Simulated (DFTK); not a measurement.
Crystal: GaN.

```
CELL_PARAMETERS angstrom
0.00000 2.25350 2.25350
2.25350 0.00000 2.25350
2.25350 2.25350 0.00000
ATOMIC_POSITIONS crystal
Ga 0.00000 0.00000 0.00000
N 0.25000 0.25000 0.25000
```

The cell is a database's computed one.

Base run:

```yaml
Program: DFTK 0.8.2
Functional: PBEsol
Potentials_or_basis: dojo.nc.sr.pbesol.v0_4_1.standard.upf (PBEsol)
Cutoff: 1143 eV
k_mesh: 10 × 10 × 10
Occupations: fermi-dirac, width 0.05 eV
Spin: no spin polarisation
```

Its results: band gap on the k mesh 1.71 eV, direct.

Question: The run is repeated on the same cell with these changes: functional from PBEsol to LDA; potentials or basis from dojo.nc.sr.pbesol.v0_4_1.standard.upf (PBEsol) to cp2k.nc.sr.lda.v0_1.largecore.gth (LDA, GTH, large core); cutoff from 1143 eV to 1633 eV; valence electrons from 18 to 8. What comes out?

Answer: Band gap on the k mesh 2.23 eV, direct.

Caveats: this set keeps more shells in the core, which shifts pressures and gaps (some runs).

Not every run made on this cell is shown here.
